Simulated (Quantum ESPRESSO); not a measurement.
# 2H-MoS2, 2 layers, AA' stacking, stepped through the share of short-range exact exchange, part 2 of 3

What law, if any, do the results for 2H-MoS2, 2 layers, AA' stacking follow against the share of short-range exact exchange?

Quantum ESPRESSO 7.5; plane-wave DFT, PBE, SG15 norm-conserving pseudopotentials.

So far. Step 2 (Relaxing cell and ions of the reference):  The last row is no step: it is a fresh SCF in the final cell with a new plane-wave basis, +1 meV from the row before.

## (3) Self-consistent run, 0

The self-consistent run of this member.

Level of this step: plane-wave DFT, PBE, SG15 norm-conserving pseudopotentials (Quantum ESPRESSO 7.5).

m0.scf.in

```
&control
  prefix = 'm0.scf'
  outdir = './out'
  pseudo_dir = './pseudo'
  calculation = 'scf'
  tprnfor = .true.
/
&system
  ibrav = 0
  nat = 6
  ntyp = 2
  ecutwfc = 60
  ecutrho = 240
  occupations = 'fixed'
  nbnd = 29
/
&electrons
  conv_thr = 1e-08
  mixing_beta = 0.6
  electron_maxstep = 120
/
ATOMIC_SPECIES
  S   32.0600  S_ONCV_PBE-1.2.upf
  Mo  95.9500  Mo_ONCV_PBE-1.2.upf
CELL_PARAMETERS angstrom
  3.15316147200000 0.00000000000000 0.00000000000000
  -1.57658073600000 2.73071793700000 0.00000000000000
  0.00000000000000 0.00000000000000 24.72519547600000
ATOMIC_POSITIONS crystal
  S   0.333333333300 0.666666666700 0.312993019900
  Mo  0.000000000000 0.000000000000 0.376346741500
  S   0.333333333300 0.666666666700 0.439650499500
  S   0.000000000000 0.000000000000 0.560349500500
  Mo  0.333333333300 0.666666666700 0.623653258500
  S   0.000000000000 0.000000000000 0.687006980100
K_POINTS automatic
  9 9 1 0 0 0
```

Run with:

```sh
$ OMP_NUM_THREADS=1 mpirun -n 8 pw.x -nk 4 -in m0.scf.in > m0.scf.out
```

The program printed:

```text
[banner, memory and clock lines left out]
Program PWSCF v.7.5 starts
[citation notice left out]

[...]
Message from routine setup:
[...]
bravais-lattice index     =            0
     lattice parameter (alat)  =       5.9586  a.u.
     unit-cell volume          =    1436.6778 (a.u.)^3
     number of atoms/cell      =            6
     number of atomic types    =            2
     number of electrons       =        52.00
     number of Kohn-Sham states=           29
     kinetic-energy cutoff     =      60.0000  Ry
     charge density cutoff     =     240.0000  Ry
     scf convergence threshold =      1.0E-08
     mixing beta               =       0.6000
     number of iterations used =            8  plain     mixing
     Exchange-correlation= PBE
                           (   1   4   3   4   0   0   0)

[...]
PseudoPot. # 1 for S  read from file:
     ./pseudo/S_ONCV_PBE-1.2.upf
     Pseudo is Norm-conserving, Zval =  6.0
     Generated using ONCVPSP code by D. R. Hamann
     Using radial grid of  602 points,  4 beta functions with:
                l(1) =   0
                l(2) =   0
                l(3) =   1
                l(4) =   1

     PseudoPot. # 2 for Mo read from file:
     ./pseudo/Mo_ONCV_PBE-1.2.upf
     Pseudo is Norm-conserving, Zval = 14.0
     Generated using ONCVPSP code by D. R. Hamann
     Using radial grid of  602 points,  6 beta functions with:
                l(1) =   0
                l(2) =   0
                l(3) =   1
                l(4) =   1
                l(5) =   2
                l(6) =   2

     atomic species   valence    mass     pseudopotential
     S                 6.00    32.06000     S ( 1.00)
     Mo               14.00    95.95000     Mo( 1.00)

     12 Sym. Ops., with inversion, found ( 6 have fractional translation)

[...]
number of k points=    12
[...]
Dense  grid:    90189 G-vectors     FFT dimensions: (  30,  30, 240)

     Initial potential from superposition of free atoms

     starting charge      51.7773, renormalised to      52.0000

     negative rho (up, down):  1.314E-04 0.000E+00
     Starting wfcs are random

     per-process dynamical memory:    37.9 Mb

     Self-consistent Calculation

     iteration #  1     ecut=    60.00 Ry     beta= 0.60
     Davidson diagonalization with overlap
     ethr =  1.00E-02,  avg # of iterations = 11.0

     Threshold (ethr) on eigenvalues was too large:
     Diagonalizing with lowered threshold

     Davidson diagonalization with overlap
     ethr =  5.45E-04,  avg # of iterations =  6.3

     negative rho (up, down):  4.740E-06 0.000E+00

     total energy              =    -356.44315806 Ry
     estimated scf accuracy    <       0.18955736 Ry

     iteration #  2     ecut=    60.00 Ry     beta= 0.60
[...]
negative rho (up, down):  3.724E-07 0.000E+00

[...]
total energy              =    -356.49147883 Ry
     estimated scf accuracy    <       0.04024002 Ry

     iteration #  3     ecut=    60.00 Ry     beta= 0.60
[...]
negative rho (up, down):  1.530E-07 0.000E+00

[...]
total energy              =    -356.49490600 Ry
     estimated scf accuracy    <       0.03174297 Ry

     iteration #  4     ecut=    60.00 Ry     beta= 0.60
[...]
negative rho (up, down):  1.454E-08 0.000E+00

[...]
total energy              =    -356.50060710 Ry
     estimated scf accuracy    <       0.00559840 Ry

     iteration #  5     ecut=    60.00 Ry     beta= 0.60
[...]
total energy              =    -356.49947217 Ry
     estimated scf accuracy    <       0.02884941 Ry

     iteration #  6     ecut=    60.00 Ry     beta= 0.60
[...]
total energy              =    -356.50201117 Ry
     estimated scf accuracy    <       0.00023173 Ry

[...]
iteration # 11     ecut=    60.00 Ry     beta= 0.60
[...]
total energy              =    -356.50211714 Ry
     estimated scf accuracy    <       0.00000017 Ry

     iteration # 12     ecut=    60.00 Ry     beta= 0.60
[...]
total energy              =    -356.50211711 Ry
     estimated scf accuracy    <       0.00000014 Ry

     iteration # 13     ecut=    60.00 Ry     beta= 0.60
[...]
total energy              =    -356.50211714 Ry
     estimated scf accuracy    <       0.00000001 Ry

     iteration # 14     ecut=    60.00 Ry     beta= 0.60
[...]
End of self-consistent calculation

          k = 0.0000 0.0000 0.0000 ( 11305 PWs)   bands (ev):

   -58.5907 -58.5907 -32.7589 -32.7588 -32.5220 -32.5220 -32.5220 -32.5220
   -12.0459 -11.8913 -10.7647 -10.5271  -3.7792  -3.2219  -0.3605  -0.3605
    -0.3531  -0.3531  -0.1594   0.7653   0.7653   0.7910   0.7910   0.9338
     1.9845   2.7011   5.0685   5.0694   5.0893

          k = 0.0000 0.1283 0.0000 ( 11333 PWs)   bands (ev):

   -58.5857 -58.5857 -32.7492 -32.7491 -32.5711 -32.5711 -32.5332 -32.5332
   -11.8582 -11.7050 -10.6801 -10.4555  -3.5718  -3.0173  -0.7654  -0.7477
    -0.6017  -0.1680  -0.1549  -0.0303   0.4766   0.5063   0.9667   1.3706
     1.9435   2.4369   4.8427   4.8838   4.8874

[...]
highest occupied, lowest unoccupied level (ev):     2.7011    4.0174

!    total energy              =    -356.50211714 Ry
     estimated scf accuracy    <          3.2E-11 Ry

     The total energy is the sum of the following terms:
     one-electron contribution =   -2679.77049876 Ry
     hartree contribution      =    1345.35558037 Ry
     xc contribution           =     -49.48675974 Ry
     ewald contribution        =    1027.39956099 Ry

     convergence has been achieved in  14 iterations

     Forces acting on atoms (cartesian axes, Ry/au):

     atom    1 type  1   force =     0.00000000    0.00000000   -0.00624971
     atom    2 type  2   force =     0.00000000    0.00000000   -0.00260678
     atom    3 type  1   force =     0.00000000    0.00000000    0.00170195
     atom    4 type  1   force =     0.00000000    0.00000000   -0.00170195
     atom    5 type  2   force =     0.00000000    0.00000000    0.00260678
     atom    6 type  1   force =    -0.00000000   -0.00000000    0.00624971

     Total force =     0.009874     Total SCF correction =     0.000014

[...]
```

It took 17 s on 8 MPI ranks of Arm Neoverse V2, shared host; peak memory 0.68 GiB.

Read from the output:

| Property | Result |
| --- | --- |
| free energy | -4850.4584 eV |
| valence top, on the run's zero | 2.701 eV |
| conduction bottom, on the run's zero | 4.017 eV |
| gap by band count | 1.316 eV |

## (4) Potential by pp.x, 0

plot_num = 11 writes the bare and Hartree potential, from which vacuum levels or, in a crystal, the mean potential are read.

m0.pot.in

```
&inputpp
  prefix = 'm0.scf'
  outdir = './out'
  filplot = 'm0.pot.dat'
  plot_num = 11
/
```

Run with:

```sh
$ OMP_NUM_THREADS=1 mpirun -n 8 pp.x -in m0.pot.in > m0.pot.out
```

The program printed:

```text
[banner, memory and clock lines left out]
Program POST-PROC v.7.5 starts

          URL

     ./out/m0.scf.save/

     IMPORTANT: XC functional enforced from input :
     Exchange-correlation= PBE
                           (   1   4   3   4   0   0   0)
     Any further DFT definition will be discarded
     Please, verify this is what you really want

     Calling punch_plot, plot_num =  11
     Writing data to file  m0.pot.dat
     Message from routine chdens:
     namelist plot not found or invalid, exiting
```

Wall time 0.69 s (8 MPI ranks); peak memory 0.09 GiB; 4.7 s of CPU time.

Read from the output:

- potential in the middle of the vacuum, over the valence top: 5.459 eV

The potential energy, planar mean oscillates, so the rows of the table below give means over windows of 1 Å about each position, cut where the curve ends. Its maxima inside the range that stand out by 2 % of the span (Å: eV): 8.4: -6.13, 10.2: -6.18, 12.4: 4.53, 14.5: -6.18, 16.3: -6.13. Its minima: 7.7: -24.0, 9.3: -26.9, 10.8: -23.7, 13.9: -23.7, 15.5: -26.9, 17.0: -24.0.

Electrostatic potential energy of an electron; zero at the highest filled level of the SCF mesh. Table of potential energy, planar mean by z; means over each step:

z (Å), potential energy, planar mean (eV) and a bar from the least value:
```
        0        5.5 ##############################
        1        5.5 ##############################
        2        5.5 ##############################
        3        5.5 ##############################
        4        5.5 ##############################
        5        5.4 ##############################
        6        5.1 ##############################
        7       -1.6 #####################
        8      -14.9 #####
        9      -18.5 
       10      -11.4 #########
       11      -14.8 #####
       12        3.0 ###########################
       13        0.4 ########################
       14      -15.7 ####
       15      -16.3 ###
       16      -13.2 #######
       17      -15.6 ####
       18        2.4 ##########################
       19        5.3 ##############################
       20        5.5 ##############################
       21        5.5 ##############################
       22        5.5 ##############################
       23        5.5 ##############################
       24        5.5 ##############################
```

## (5) SCF with pw.x, 0.125

Level of this step: plane-wave DFT, screened hybrid with 0.125 exact exchange, SG15 norm-conserving pseudopotentials (Quantum ESPRESSO 7.5). input_dft overrides the functional of the files.

m1.scf.in is the input of step 3 with these lines changed:

```diff
@@ -1,3 +1,3 @@
 &control
-  prefix = 'm0.scf'
+  prefix = 'm1.scf'
   outdir = './out'
@@ -15,2 +15,8 @@
   nbnd = 29
+  input_dft = 'hse'
+  exx_fraction = 0.125
+  nqx1 = 3
+  nqx2 = 3
+  nqx3 = 1
+  ecutfock = 60
 /
```

Run with:

```sh
$ OMP_NUM_THREADS=1 mpirun -n 8 pw.x -nk 4 -in m1.scf.in > m1.scf.out
```

The program printed:

```text
[banner, memory and clock lines left out]
Program PWSCF v.7.5 starts
[...]
Message from routine setup:
[...]
number of electrons       =        52.00
     number of Kohn-Sham states=           29
     kinetic-energy cutoff     =      60.0000  Ry
     charge density cutoff     =     240.0000  Ry
[...]
number of k points=    12
[...]
Dense  grid:    90189 G-vectors     FFT dimensions: (  30,  30, 240)
[...]
negative rho (up, down):  1.314E-04 0.000E+00
     Starting wfcs are random
[...]
negative rho (up, down):  4.740E-06 0.000E+00
[...]
estimated scf accuracy    <       0.18955736 Ry
[...]
negative rho (up, down):  3.724E-07 0.000E+00
[...]
estimated scf accuracy    <       0.04024002 Ry
[...]
negative rho (up, down):  1.530E-07 0.000E+00
[...]
estimated scf accuracy    <       0.03174297 Ry
[...]
negative rho (up, down):  1.454E-08 0.000E+00
[...]
estimated scf accuracy    <       0.00559840 Ry
[...]
estimated scf accuracy    <       0.02884941 Ry
[...]
estimated scf accuracy    <       0.00023173 Ry
[...]
estimated scf accuracy    <       0.00017705 Ry
[...]
estimated scf accuracy    <       0.00000254 Ry
[...]
estimated scf accuracy    <       0.00000546 Ry
[...]
estimated scf accuracy    <       0.00000124 Ry
[...]
estimated scf accuracy    <       0.00000017 Ry
[...]
estimated scf accuracy    <       0.00000014 Ry
[...]
estimated scf accuracy    <       0.00000001 Ry
[...]
highest occupied, lowest unoccupied level (ev):     2.7011    4.0174
!    total energy              =    -356.50211714 Ry
     estimated scf accuracy    <          3.2E-11 Ry
     convergence has been achieved in  14 iterations
[...]
estimated scf accuracy    <       0.00579738 Ry
[...]
estimated scf accuracy    <       0.02653437 Ry
[...]
estimated scf accuracy    <       0.00009566 Ry
[...]
estimated scf accuracy    <       0.00040575 Ry
[...]
estimated scf accuracy    <       0.00006638 Ry
[...]
estimated scf accuracy    <       0.00000191 Ry
[...]
estimated scf accuracy    <       0.00000112 Ry
[...]
estimated scf accuracy    <       0.00000022 Ry
[...]
estimated scf accuracy    <       0.00000003 Ry
[...]
estimated scf accuracy    <       0.00000003 Ry
[...]
highest occupied, lowest unoccupied level (ev):     2.5211    4.0926
!    total energy              =    -356.43814684 Ry
     estimated scf accuracy    <          4.5E-09 Ry
     convergence has been achieved in  11 iterations
[...]
estimated scf accuracy    <       0.00003273 Ry
[...]
estimated scf accuracy    <       0.00013058 Ry
[...]
estimated scf accuracy    <       0.00000047 Ry
[...]
estimated scf accuracy    <       0.00000160 Ry
[...]
estimated scf accuracy    <       0.00000052 Ry
[...]
estimated scf accuracy    <       0.00000002 Ry
[...]
highest occupied, lowest unoccupied level (ev):     2.5161    4.0891
!    total energy              =    -356.43836655 Ry
     estimated scf accuracy    <          8.2E-09 Ry
     convergence has been achieved in   7 iterations
[...]
estimated scf accuracy    <       0.00000145 Ry
[...]
estimated scf accuracy    <       0.00001215 Ry
[...]
estimated scf accuracy    <       0.00000092 Ry
[...]
highest occupied, lowest unoccupied level (ev):     2.5155    4.0888
!    total energy              =    -356.43837200 Ry
     estimated scf accuracy    <          7.6E-09 Ry
     convergence has been achieved in   4 iterations
[...]
estimated scf accuracy    <       0.00000002 Ry
[...]
estimated scf accuracy    <       0.00000014 Ry
[...]
estimated scf accuracy    <       0.00000001 Ry
[...]
highest occupied, lowest unoccupied level (ev):     2.5150    4.0883
!    total energy              =    -356.43837227 Ry
     estimated scf accuracy    <          6.8E-10 Ry
     convergence has been achieved in   4 iterations
[...]
!!   total energy              =    -356.43837228 Ry
[...]
Total force =     0.014432     Total SCF correction =     0.000155
[...]
```

It took 2 min on 8 MPI ranks; peak memory 5.9 GiB; 16 min of CPU time.

This step gave:

* free energy: -4849.5911 eV
* valence top, on the run's zero: 2.515 eV
* conduction bottom, on the run's zero: 4.088 eV
* gap by band count: 1.573 eV

## (6) SCF with pw.x, 0.25

Level of this step: plane-wave DFT, HSE06, SG15 norm-conserving pseudopotentials (Quantum ESPRESSO 7.5). input_dft overrides the functional of the files.

m2.scf.in is the input of step 5 with these lines changed:

```diff
@@ -1,3 +1,3 @@
 &control
-  prefix = 'm1.scf'
+  prefix = 'm2.scf'
   outdir = './out'
@@ -16,3 +16,3 @@
   input_dft = 'hse'
-  exx_fraction = 0.125
+  exx_fraction = 0.25
   nqx1 = 3
```

Run with:

```sh
$ OMP_NUM_THREADS=1 mpirun -n 8 pw.x -nk 4 -in m2.scf.in > m2.scf.out
```

The program printed:

```text
[banner, memory and clock lines left out]
Program PWSCF v.7.5 starts
[...]
Message from routine setup:
[...]
number of electrons       =        52.00
     number of Kohn-Sham states=           29
     kinetic-energy cutoff     =      60.0000  Ry
     charge density cutoff     =     240.0000  Ry
[...]
number of k points=    12
[...]
Dense  grid:    90189 G-vectors     FFT dimensions: (  30,  30, 240)
[...]
negative rho (up, down):  1.314E-04 0.000E+00
     Starting wfcs are random
[...]
negative rho (up, down):  4.740E-06 0.000E+00
[...]
estimated scf accuracy    <       0.18955736 Ry
[...]
negative rho (up, down):  3.724E-07 0.000E+00
[...]
estimated scf accuracy    <       0.04024002 Ry
[...]
negative rho (up, down):  1.530E-07 0.000E+00
[...]
estimated scf accuracy    <       0.03174297 Ry
[...]
negative rho (up, down):  1.454E-08 0.000E+00
[...]
estimated scf accuracy    <       0.00559840 Ry
[...]
estimated scf accuracy    <       0.02884941 Ry
[...]
estimated scf accuracy    <       0.00023173 Ry
[...]
estimated scf accuracy    <       0.00017705 Ry
[...]
estimated scf accuracy    <       0.00000254 Ry
[...]
estimated scf accuracy    <       0.00000546 Ry
[...]
estimated scf accuracy    <       0.00000124 Ry
[...]
estimated scf accuracy    <       0.00000017 Ry
[...]
estimated scf accuracy    <       0.00000014 Ry
[...]
estimated scf accuracy    <       0.00000010 Ry
[...]
estimated scf accuracy    <       0.00000069 Ry
[...]
highest occupied, lowest unoccupied level (ev):     2.3277    4.1662
!    total energy              =    -356.37938469 Ry
     estimated scf accuracy    <          6.9E-09 Ry
     convergence has been achieved in   3 iterations
[...]
estimated scf accuracy    <       0.00000019 Ry
[...]
estimated scf accuracy    <       0.00000246 Ry
[...]
highest occupied, lowest unoccupied level (ev):     2.3273    4.1659
!    total energy              =    -356.37938497 Ry
     estimated scf accuracy    <          3.5E-09 Ry
     convergence has been achieved in   3 iterations
[...]
estimated scf accuracy    <       0.00000005 Ry
[...]
estimated scf accuracy    <       0.00000026 Ry
[...]
estimated scf accuracy    <       0.00000002 Ry
[...]
highest occupied, lowest unoccupied level (ev):     2.3275    4.1661
!    total energy              =    -356.37938503 Ry
     estimated scf accuracy    <          3.5E-10 Ry
     convergence has been achieved in   4 iterations
[...]
!!   total energy              =    -356.37938504 Ry
[...]
Total force =     0.034524     Total SCF correction =     0.000121
[...]
```

Run time: 2.9 min. Hardware: 8 MPI ranks; peak memory 6 GiB.

Read from the output:

- free energy: -4848.7885 eV
- valence top, on the run's zero: 2.327 eV
- conduction bottom, on the run's zero: 4.166 eV
- gap by band count: 1.839 eV

(Continued in part 3 of 3.)

[Logs are printed without paths, hosts, clocks, repeated set-up lines and the standing remarks that a program may print on its own settings, such as how far it seeks lower states.]

[Hosts, paths, dates, database ids (printed as entryN), source tags and the programs' standing remarks are cut or masked in the printed files.]

[Maps of the electrostatic potential energy from Ansatz leave out the sawtooth potential of an applied field or a dipole correction, so their vacuum need not be flat; planar profiles and work functions include it.]
